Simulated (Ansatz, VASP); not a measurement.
Two plane-wave programs on Ag

```
Ag
1.0
     0.00000    2.07375    2.07375
     2.07375    0.00000    2.07375
     2.07375    2.07375    0.00000
Ag
1
Direct
  0.00000 0.00000 0.00000
```

Alike in both runs: functional PBE; k mesh 18 × 18 × 18; occupations gaussian, width 0.1 eV; no spin polarisation.

Ansatz relaxed the structure, and its values are those at the end. VASP's run is a single point on that final structure, the one shown.

|  | VASP | Ansatz |
| --- | --- | --- |
| version | VASP 6.6.1 | Ansatz 0.2.0 |
| potentials or method | VASP PAW PBE potentials, release 64 (Ag) | scalar-relativistic, plane waves, PAW |
| plane-wave cutoff (eV) | 520 | 420 |
| valence electrons in the cell | 11 | 19 |

|  | VASP | Ansatz | Ansatz less VASP |
| --- | --- | --- | --- |
| gap on the k mesh at the Fermi level (eV) | none | none | - |
| pressure (GPa) | -0.1 | 0.0 | +0.12 |

A gap of «none» marks a metal or a gap that the smearing closes. The functional is the same, so the differences come from potentials, cutoffs and numerics. The two sets of potentials don't hold the same shells in valence.
